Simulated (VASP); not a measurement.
Crystal: SnO2 (Cassiterite).

```
Sn O
1.0
     4.73800    0.00000    0.00000
     0.00000    4.73800    0.00000
     0.00000    0.00000    3.18650
Sn O
2 4
Cartesian
  2.3690 2.3690 1.5933
  0.0000 0.0000 0.0000
  3.8240 0.9140 1.5933
  3.2830 3.2830 0.0000
  0.9140 3.8240 1.5933
  1.4550 1.4550 0.0000
```

| Item | Value |
| --- | --- |
| Program | VASP 6.6.1 |
| Task | relaxation of cell and atoms |
| Functional | RPBE |
| Dispersion | D3 |
| Potentials or basis | VASP PAW PBE potentials, release 64 (Sn_d, O) |
| Cutoff | 600 eV |
| k mesh | 6 × 6 × 8 |
| Occupations | fermi-dirac, width 0.05 eV |
| Spin | no spin polarisation |

At the start: pressure 11.6 GPa; volume 11.92 Å³/atom.

Task: How do energy, volume and symmetry change on relaxing?

Result: Over 7 steps the energy falls by 24.4 meV/atom and the volume is 12.62 Å³/atom (+5.9 %); space group P4_2/mnm (No. 136, to 0.05 Å).

Step by step:
```csv
step,energy change (eV),largest force (eV/Å),pressure (GPa),volume (Å³)
1,0.0000,0.3606,11.61,71.53
2,0.0497,0.3726,-10.14,80.85
3,-0.1450,0.0469,0.00,75.60
4,-0.1450,0.0402,0.20,75.51
5,-0.1463,0.0000,0.09,75.64
6,-0.1465,0.0188,0.04,75.70
7,-0.1465,0.0014,-0.05,75.73
```

Final structure:
```
Sn O
1.0
     4.83117    0.00000    0.00000
     0.00000    4.83117    0.00000
     0.00000    0.00000    3.24476
Sn O
2 4
Direct
  0.50000 0.50000 0.50000
  0.00000 0.00000 0.00000
  0.80618 0.19382 0.50000
  0.69382 0.69382 0.00000
  0.19382 0.80618 0.50000
  0.30618 0.30618 0.00000
```

Caveat: the PAW data sets were made with another functional, which shifts forces and pressure a little.
